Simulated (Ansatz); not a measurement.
# Preparing Si3N4 (P6_3/m) as a host crystal, part 2 of 4

Before any defect goes in: Si3N4 (P6_3/m) at rest, and how it screens a charge.

Ansatz 0.2.0; plane-wave PAW DFT, PBEsol; relaxation of the host's cell and atoms; PAW set soft_1 (the session's first sound run).

So far. Step 3 (Dielectric tensors of the host): The principal values of the electronic dielectric tensor are 4.29, 4.29 and 4.37. The principal values of the static dielectric tensor are 8.25, 8.29 and 8.29.

## 4. Defect free supercell relaxed in its symmetry

This cell, the one that will hold the defects, is built from the relaxed host. Its coarser k-points can move the atoms a little, so it is relaxed from the symmetric sites, as the reference for the test of stability.

This step: plane-wave PAW DFT, PBEsol; relaxation of the defect-free supercell in its symmetry; PAW set soft_1 (Ansatz 0.2.0).

System of this step: Si3N4 (P6_3/m). The cell holds 210 atoms: 90 Si and 120 N. Cell: a = 13.206 Å, b = 13.206 Å, c = 14.551 Å, α = 90.0°, β = 90.0°, γ = 120.0°.

The input, pristine.symmetric/input.yaml:

```yaml
crystal:
  lattice:
    - [11.4366837151, 6.6029724215, 0.0]
    - [-11.4366837151, 6.6029724215, 0.0]
    - [0.0, 0.0, 14.5512817439]
  atoms:
    - { symbol: Si, position: [0.0195005204, 0.8065554759, 0.15] }
    - { symbol: Si, position: [0.3528338538, 0.4732221425, 0.15] }
    - { symbol: Si, position: [0.6861671871, 0.1398888092, 0.15] }
    - { symbol: Si, position: [0.2129450446, 0.0195005204, 0.05] }
    - { symbol: Si, position: [0.5462783779, 0.6861671871, 0.05] }
    - { symbol: Si, position: [0.8796117112, 0.3528338538, 0.05] }
    - { symbol: Si, position: [0.1398888092, 0.4537216221, 0.05] }
    - { symbol: Si, position: [0.4732221425, 0.1203882888, 0.05] }
    - { symbol: Si, position: [0.8065554759, 0.7870549554, 0.05] }
    - { symbol: Si, position: [0.1934445241, 0.2129450446, 0.15] }
    - { symbol: Si, position: [0.5267778575, 0.8796117112, 0.15] }
    - { symbol: Si, position: [0.8601111908, 0.5462783779, 0.15] }
    - { symbol: Si, position: [0.1203882888, 0.6471661462, 0.15] }
    - { symbol: Si, position: [0.4537216221, 0.3138328129, 0.15] }
    - { symbol: Si, position: [0.7870549554, 0.9804994796, 0.15] }
    - { symbol: Si, position: [0.3138328129, 0.8601111908, 0.05] }
    - { symbol: Si, position: [0.6471661462, 0.5267778575, 0.05] }
    - { symbol: Si, position: [0.9804994796, 0.1934445241, 0.05] }
    - { symbol: "N", position: [0.0, 0.6666666667, 0.15] }
    - { symbol: "N", position: [0.3333333333, 0.3333333334, 0.15] }
    - { symbol: "N", position: [0.6666666667, 0.0, 0.15] }
    - { symbol: "N", position: [0.0, 0.3333333333, 0.05] }
    - { symbol: "N", position: [0.3333333333, 0.0, 0.05] }
    - { symbol: "N", position: [0.6666666667, 0.6666666666, 0.05] }
    - { symbol: "N", position: [0.213458444, 0.4565327152, 0.15] }
    - { symbol: "N", position: [0.5467917774, 0.1231993818, 0.15] }
    - { symbol: "N", position: [0.8801251107, 0.7898660485, 0.15] }
    - { symbol: "N", position: [0.0902590622, 0.8801251107, 0.05] }
    - { symbol: "N", position: [0.4235923955, 0.5467917774, 0.05] }
    - { symbol: "N", position: [0.7569257289, 0.213458444, 0.05] }
    - { symbol: "N", position: [0.1231993818, 0.5764076045, 0.05] }
    - { symbol: "N", position: [0.4565327152, 0.2430742711, 0.05] }
    - { symbol: "N", position: [0.7898660485, 0.9097409378, 0.05] }
    - { symbol: "N", position: [0.2101339515, 0.0902590622, 0.15] }
    - { symbol: "N", position: [0.5434672848, 0.7569257289, 0.15] }
    - { symbol: "N", position: [0.8768006182, 0.4235923955, 0.15] }
    - { symbol: "N", position: [0.1198748893, 0.2101339515, 0.05] }
    - { symbol: "N", position: [0.4532082226, 0.8768006182, 0.05] }
    - { symbol: "N", position: [0.786541556, 0.5434672848, 0.05] }
    - { symbol: "N", position: [0.2430742711, 0.786541556, 0.15] }
    - { symbol: "N", position: [0.5764076045, 0.4532082226, 0.15] }
    - { symbol: "N", position: [0.9097409378, 0.1198748893, 0.15] }
    - { symbol: Si, position: [0.0195005204, 0.8065554759, 0.35] }
    - { symbol: Si, position: [0.3528338538, 0.4732221425, 0.35] }
    - { symbol: Si, position: [0.6861671871, 0.1398888092, 0.35] }
    - { symbol: Si, position: [0.2129450446, 0.0195005204, 0.25] }
    - { symbol: Si, position: [0.5462783779, 0.6861671871, 0.25] }
    - { symbol: Si, position: [0.8796117112, 0.3528338538, 0.25] }
    - { symbol: Si, position: [0.1398888092, 0.4537216221, 0.25] }
    - { symbol: Si, position: [0.4732221425, 0.1203882888, 0.25] }
    - { symbol: Si, position: [0.8065554759, 0.7870549554, 0.25] }
    - { symbol: Si, position: [0.1934445241, 0.2129450446, 0.35] }
    - { symbol: Si, position: [0.5267778575, 0.8796117112, 0.35] }
    - { symbol: Si, position: [0.8601111908, 0.5462783779, 0.35] }
    - { symbol: Si, position: [0.1203882888, 0.6471661462, 0.35] }
    - { symbol: Si, position: [0.4537216221, 0.3138328129, 0.35] }
    - { symbol: Si, position: [0.7870549554, 0.9804994796, 0.35] }
    - { symbol: Si, position: [0.3138328129, 0.8601111908, 0.25] }
    - { symbol: Si, position: [0.6471661462, 0.5267778575, 0.25] }
    - { symbol: Si, position: [0.9804994796, 0.1934445241, 0.25] }
    - { symbol: "N", position: [0.0, 0.6666666667, 0.35] }
    - { symbol: "N", position: [0.3333333333, 0.3333333334, 0.35] }
    - { symbol: "N", position: [0.6666666667, 0.0, 0.35] }
    - { symbol: "N", position: [0.0, 0.3333333333, 0.25] }
    - { symbol: "N", position: [0.3333333333, 0.0, 0.25] }
    - { symbol: "N", position: [0.6666666667, 0.6666666666, 0.25] }
    - { symbol: "N", position: [0.213458444, 0.4565327152, 0.35] }
    - { symbol: "N", position: [0.5467917774, 0.1231993818, 0.35] }
    - { symbol: "N", position: [0.8801251107, 0.7898660485, 0.35] }
    - { symbol: "N", position: [0.0902590622, 0.8801251107, 0.25] }
    - { symbol: "N", position: [0.4235923955, 0.5467917774, 0.25] }
    - { symbol: "N", position: [0.7569257289, 0.213458444, 0.25] }
    - { symbol: "N", position: [0.1231993818, 0.5764076045, 0.25] }
    - { symbol: "N", position: [0.4565327152, 0.2430742711, 0.25] }
    - { symbol: "N", position: [0.7898660485, 0.9097409378, 0.25] }
    - { symbol: "N", position: [0.2101339515, 0.0902590622, 0.35] }
    - { symbol: "N", position: [0.5434672848, 0.7569257289, 0.35] }
    - { symbol: "N", position: [0.8768006182, 0.4235923955, 0.35] }
    - { symbol: "N", position: [0.1198748893, 0.2101339515, 0.25] }
    - { symbol: "N", position: [0.4532082226, 0.8768006182, 0.25] }
    - { symbol: "N", position: [0.786541556, 0.5434672848, 0.25] }
    - { symbol: "N", position: [0.2430742711, 0.786541556, 0.35] }
    - { symbol: "N", position: [0.5764076045, 0.4532082226, 0.35] }
    - { symbol: "N", position: [0.9097409378, 0.1198748893, 0.35] }
    - { symbol: Si, position: [0.0195005204, 0.8065554759, 0.55] }
    - { symbol: Si, position: [0.3528338538, 0.4732221425, 0.55] }
    - { symbol: Si, position: [0.6861671871, 0.1398888092, 0.55] }
    - { symbol: Si, position: [0.2129450446, 0.0195005204, 0.45] }
    - { symbol: Si, position: [0.5462783779, 0.6861671871, 0.45] }
    - { symbol: Si, position: [0.8796117112, 0.3528338538, 0.45] }
    - { symbol: Si, position: [0.1398888092, 0.4537216221, 0.45] }
    - { symbol: Si, position: [0.4732221425, 0.1203882888, 0.45] }
    - { symbol: Si, position: [0.8065554759, 0.7870549554, 0.45] }
    - { symbol: Si, position: [0.1934445241, 0.2129450446, 0.55] }
    - { symbol: Si, position: [0.5267778575, 0.8796117112, 0.55] }
    - { symbol: Si, position: [0.8601111908, 0.5462783779, 0.55] }
    - { symbol: Si, position: [0.1203882888, 0.6471661462, 0.55] }
    - { symbol: Si, position: [0.4537216221, 0.3138328129, 0.55] }
    - { symbol: Si, position: [0.7870549554, 0.9804994796, 0.55] }
    - { symbol: Si, position: [0.3138328129, 0.8601111908, 0.45] }
    - { symbol: Si, position: [0.6471661462, 0.5267778575, 0.45] }
    - { symbol: Si, position: [0.9804994796, 0.1934445241, 0.45] }
    - { symbol: "N", position: [0.0, 0.6666666667, 0.55] }
    - { symbol: "N", position: [0.3333333333, 0.3333333334, 0.55] }
    - { symbol: "N", position: [0.6666666667, 0.0, 0.55] }
    - { symbol: "N", position: [0.0, 0.3333333333, 0.45] }
    - { symbol: "N", position: [0.3333333333, 0.0, 0.45] }
    - { symbol: "N", position: [0.6666666667, 0.6666666666, 0.45] }
    - { symbol: "N", position: [0.213458444, 0.4565327152, 0.55] }
    - { symbol: "N", position: [0.5467917774, 0.1231993818, 0.55] }
    - { symbol: "N", position: [0.8801251107, 0.7898660485, 0.55] }
    - { symbol: "N", position: [0.0902590622, 0.8801251107, 0.45] }
    - { symbol: "N", position: [0.4235923955, 0.5467917774, 0.45] }
    - { symbol: "N", position: [0.7569257289, 0.213458444, 0.45] }
    - { symbol: "N", position: [0.1231993818, 0.5764076045, 0.45] }
    - { symbol: "N", position: [0.4565327152, 0.2430742711, 0.45] }
    - { symbol: "N", position: [0.7898660485, 0.9097409378, 0.45] }
    - { symbol: "N", position: [0.2101339515, 0.0902590622, 0.55] }
    - { symbol: "N", position: [0.5434672848, 0.7569257289, 0.55] }
    - { symbol: "N", position: [0.8768006182, 0.4235923955, 0.55] }
    - { symbol: "N", position: [0.1198748893, 0.2101339515, 0.45] }
    - { symbol: "N", position: [0.4532082226, 0.8768006182, 0.45] }
    - { symbol: "N", position: [0.786541556, 0.5434672848, 0.45] }
    - { symbol: "N", position: [0.2430742711, 0.786541556, 0.55] }
    - { symbol: "N", position: [0.5764076045, 0.4532082226, 0.55] }
    - { symbol: "N", position: [0.9097409378, 0.1198748893, 0.55] }
    - { symbol: Si, position: [0.0195005204, 0.8065554759, 0.75] }
    - { symbol: Si, position: [0.3528338538, 0.4732221425, 0.75] }
    - { symbol: Si, position: [0.6861671871, 0.1398888092, 0.75] }
    - { symbol: Si, position: [0.2129450446, 0.0195005204, 0.65] }
    - { symbol: Si, position: [0.5462783779, 0.6861671871, 0.65] }
    - { symbol: Si, position: [0.8796117112, 0.3528338538, 0.65] }
    - { symbol: Si, position: [0.1398888092, 0.4537216221, 0.65] }
    - { symbol: Si, position: [0.4732221425, 0.1203882888, 0.65] }
    - { symbol: Si, position: [0.8065554759, 0.7870549554, 0.65] }
    - { symbol: Si, position: [0.1934445241, 0.2129450446, 0.75] }
    - { symbol: Si, position: [0.5267778575, 0.8796117112, 0.75] }
    - { symbol: Si, position: [0.8601111908, 0.5462783779, 0.75] }
    - { symbol: Si, position: [0.1203882888, 0.6471661462, 0.75] }
    - { symbol: Si, position: [0.4537216221, 0.3138328129, 0.75] }
    - { symbol: Si, position: [0.7870549554, 0.9804994796, 0.75] }
    - { symbol: Si, position: [0.3138328129, 0.8601111908, 0.65] }
    - { symbol: Si, position: [0.6471661462, 0.5267778575, 0.65] }
    - { symbol: Si, position: [0.9804994796, 0.1934445241, 0.65] }
    - { symbol: "N", position: [0.0, 0.6666666667, 0.75] }
    - { symbol: "N", position: [0.3333333333, 0.3333333334, 0.75] }
    - { symbol: "N", position: [0.6666666667, 0.0, 0.75] }
    - { symbol: "N", position: [0.0, 0.3333333333, 0.65] }
    - { symbol: "N", position: [0.3333333333, 0.0, 0.65] }
    - { symbol: "N", position: [0.6666666667, 0.6666666666, 0.65] }
    - { symbol: "N", position: [0.213458444, 0.4565327152, 0.75] }
    - { symbol: "N", position: [0.5467917774, 0.1231993818, 0.75] }
    - { symbol: "N", position: [0.8801251107, 0.7898660485, 0.75] }
    - { symbol: "N", position: [0.0902590622, 0.8801251107, 0.65] }
    - { symbol: "N", position: [0.4235923955, 0.5467917774, 0.65] }
    - { symbol: "N", position: [0.7569257289, 0.213458444, 0.65] }
    - { symbol: "N", position: [0.1231993818, 0.5764076045, 0.65] }
    - { symbol: "N", position: [0.4565327152, 0.2430742711, 0.65] }
    - { symbol: "N", position: [0.7898660485, 0.9097409378, 0.65] }
    - { symbol: "N", position: [0.2101339515, 0.0902590622, 0.75] }
    - { symbol: "N", position: [0.5434672848, 0.7569257289, 0.75] }
    - { symbol: "N", position: [0.8768006182, 0.4235923955, 0.75] }
    - { symbol: "N", position: [0.1198748893, 0.2101339515, 0.65] }
    - { symbol: "N", position: [0.4532082226, 0.8768006182, 0.65] }
    - { symbol: "N", position: [0.786541556, 0.5434672848, 0.65] }
    - { symbol: "N", position: [0.2430742711, 0.786541556, 0.75] }
    - { symbol: "N", position: [0.5764076045, 0.4532082226, 0.75] }
    - { symbol: "N", position: [0.9097409378, 0.1198748893, 0.75] }
    - { symbol: Si, position: [0.0195005204, 0.8065554759, 0.95] }
    - { symbol: Si, position: [0.3528338538, 0.4732221425, 0.95] }
    - { symbol: Si, position: [0.6861671871, 0.1398888092, 0.95] }
    - { symbol: Si, position: [0.2129450446, 0.0195005204, 0.85] }
    - { symbol: Si, position: [0.5462783779, 0.6861671871, 0.85] }
    - { symbol: Si, position: [0.8796117112, 0.3528338538, 0.85] }
    - { symbol: Si, position: [0.1398888092, 0.4537216221, 0.85] }
    - { symbol: Si, position: [0.4732221425, 0.1203882888, 0.85] }
    - { symbol: Si, position: [0.8065554759, 0.7870549554, 0.85] }
    - { symbol: Si, position: [0.1934445241, 0.2129450446, 0.95] }
    - { symbol: Si, position: [0.5267778575, 0.8796117112, 0.95] }
    - { symbol: Si, position: [0.8601111908, 0.5462783779, 0.95] }
    - { symbol: Si, position: [0.1203882888, 0.6471661462, 0.95] }
    - { symbol: Si, position: [0.4537216221, 0.3138328129, 0.95] }
    - { symbol: Si, position: [0.7870549554, 0.9804994796, 0.95] }
    - { symbol: Si, position: [0.3138328129, 0.8601111908, 0.85] }
    - { symbol: Si, position: [0.6471661462, 0.5267778575, 0.85] }
    - { symbol: Si, position: [0.9804994796, 0.1934445241, 0.85] }
    - { symbol: "N", position: [0.0, 0.6666666667, 0.95] }
    - { symbol: "N", position: [0.3333333333, 0.3333333334, 0.95] }
    - { symbol: "N", position: [0.6666666667, 0.0, 0.95] }
    - { symbol: "N", position: [0.0, 0.3333333333, 0.85] }
    - { symbol: "N", position: [0.3333333333, 0.0, 0.85] }
    - { symbol: "N", position: [0.6666666667, 0.6666666666, 0.85] }
    - { symbol: "N", position: [0.213458444, 0.4565327152, 0.95] }
    - { symbol: "N", position: [0.5467917774, 0.1231993818, 0.95] }
    - { symbol: "N", position: [0.8801251107, 0.7898660485, 0.95] }
    - { symbol: "N", position: [0.0902590622, 0.8801251107, 0.85] }
    - { symbol: "N", position: [0.4235923955, 0.5467917774, 0.85] }
    - { symbol: "N", position: [0.7569257289, 0.213458444, 0.85] }
    - { symbol: "N", position: [0.1231993818, 0.5764076045, 0.85] }
    - { symbol: "N", position: [0.4565327152, 0.2430742711, 0.85] }
    - { symbol: "N", position: [0.7898660485, 0.9097409378, 0.85] }
    - { symbol: "N", position: [0.2101339515, 0.0902590622, 0.95] }
    - { symbol: "N", position: [0.5434672848, 0.7569257289, 0.95] }
    - { symbol: "N", position: [0.8768006182, 0.4235923955, 0.95] }
    - { symbol: "N", position: [0.1198748893, 0.2101339515, 0.85] }
    - { symbol: "N", position: [0.4532082226, 0.8768006182, 0.85] }
    - { symbol: "N", position: [0.786541556, 0.5434672848, 0.85] }
    - { symbol: "N", position: [0.2430742711, 0.786541556, 0.95] }
    - { symbol: "N", position: [0.5764076045, 0.4532082226, 0.95] }
    - { symbol: "N", position: [0.9097409378, 0.1198748893, 0.95] }
basis:
  ecutwfc: 420
  xc_grid: 2
hamiltonian:
  xc: pbesol
  pseudopotentials: { kind: paw, azcp: { folder: soft_1 }, xc_functional: pbe }
kpoints:
  mp_grid: { grid: [1, 1, 1] }
scf:
  occupations: { method: fermi_dirac, width: 0.01 }
  max_iter: 100
  lower_state_search: "off"
output:
  forces: true
relax:
  f_tol: 0.015
  max_steps: 60
  escape_saddle: false
checkpoint:
  write: "../pristine.symmetric.run"
  compress: false
  write_wavefunctions: false
  write_every: 100000
```

Command:

```console
> ansatz run input.yaml --threads 32 --pin off --max-ram 84787MiB --backend cuda --events-out ev --progress --plain --runs-dir out --max-vram 78GiB
```

Numbers of over 12 decimals in the logs are rounded to 6 here.

What it wrote:

```text
[...]
device memory: the entry about to start is reckoned to put 6.1 GiB on a device that reports 175.7 GiB free (of which the cap on the GPU budget leaves the run 78.0 GiB)
GPU FFT provider: cuFFT
GPU libraries: cuBLAS 13.8.1, cuFFT 12.4.0, cuSOLVER 12.3.2
GPU matrix products: emulated (plane waves: as basis.precision tells), large ones in fixed point in workspaces of 1.00 GiB
Crystal: 210 atoms, lattice volume = 2197.712 Å³
Basis set: ecut = 420 eV, 42889 PW (Γ), exchange–correlation on 180×180×200 points (8 copies of the dense FFT grid, shifted against one another)
Bands: 690, of which v1, the nominal top of the filled ones, is band 480 counted from 1 (479 counted from 0)
Symmetry: 180 space group operations
[...]
k-points: 1
[...]
GPU buffer pool allocated for 810000 grid points (all kernels)
GPU transforms: local potential and band sums: pruned to the plane-wave sphere, on 90×90×100
[...]
SCF iter   1: F=—  HF=-101765.832431 eV  |Δ(HF+E_count)|=         —  Δρ=1.48e-1  dr2=5.02e2  Hψ=3118
[...]
SCF iter   9: F=-101607.111797 eV  HF=-101607.111797 eV  |Δ(HF+E_count)|=   2.34e-5  Δρ=2.90e-6  dr2=1.78e-7  Hψ=1946
SCF 1 converged in 9 iterations: F = -101607.111797 eV  dr2 = 1.78e-7
[...]
relax step   1: F+E_penalty+E_count = -101607.11179686 eV  Δ(F+E_penalty+E_count) = +0.000e0 eV  max|allowed force component| = 5.011e-3 eV/Å  Δτ_max = 0.0000 Å  (9 SCF iters, dr2 threshold 5.63e-6 eV, accepted)
[...]
SCF iter   3: F=-101607.111797 eV  HF=-101607.111797 eV  |Δ(HF+E_count)|=   1.64e-7  Δρ=9.98e-7  dr2=2.43e-8  Hψ=2054
SCF 2 converged in 3 iterations: F = -101607.111797 eV  dr2 = 2.43e-8
relax step   2: F+E_penalty+E_count = -101607.11179705 eV  Δ(F+E_penalty+E_count) = -1.958e-7 eV  max|allowed force component| = 5.006e-3 eV/Å  Δτ_max = 0.0000 Å  (3 SCF iters, accepted)
SCF converged after 3 iterations
Free energy (F): -101607.111797 eV
[...]
Internal energy: -101607.111797 eV  (E = F + TS)
E sigma→0 (E₀):  -101607.111797 eV
Fermi energy:    10.213930 eV
[...]
--- Forces (eV/Å), atoms counted from 1 ---
  atom   1  Si    -0.00100210     0.00500582     0.00000000
  atom   2  Si    -0.00100210     0.00500582    -0.00000000
  atom   3  Si    -0.00100210     0.00500582    -0.00000000
  atom   4  Si    -0.00483622     0.00163506    -0.00000000
  atom   5  Si    -0.00483622     0.00163506    -0.00000000
  atom   6  Si    -0.00483622     0.00163506     0.00000000
  [... 204 more lines of this table ...]
  max |Σ_I F_I| component: 1.08e-16 eV/Å
--- Relaxed structure (2 steps of the walk, 2 accepted, 0 SCFs on fresh bases) ---
  F+E_penalty+E_count = -101607.11179705 eV   max|allowed force component| = 5.006e-3 eV/Å
  atoms:
    - { symbol: Si, position: [0.019501, 0.806555, 0.15] }
    - { symbol: Si, position: [0.352834, 0.473222, 0.15] }
    - { symbol: Si, position: [0.686167, 0.139889, 0.15] }
    - { symbol: Si, position: [0.212945, 0.019501, 0.05] }
    - { symbol: Si, position: [0.5462783779, 0.686167, 0.05] }
    - { symbol: Si, position: [0.879612, 0.352834, 0.05] }
  [... 204 more lines of this table ...]
```

It took 2.1 s on 1 × NVIDIA GB200 with 32 threads of Arm Neoverse V2, shared host; peak memory 1.2 GiB.

No atom moved by 0.005 Å in the relaxation.

(Part 2 of 4 ends here.)

[Logs are printed without paths, hosts, clocks, repeated set-up lines and the standing remarks that a program may print on its own settings, such as how far it seeks lower states.]

[Hosts, paths, dates, database ids (printed as entryN), source tags and the programs' standing remarks are cut or masked in the printed files.]

[Runs of the host that timed out are not shown.]

[For some hosts the program warned that the k-mesh of the response run may be too coarse for force constants and the static dielectric constant; such warnings are not always shown.]
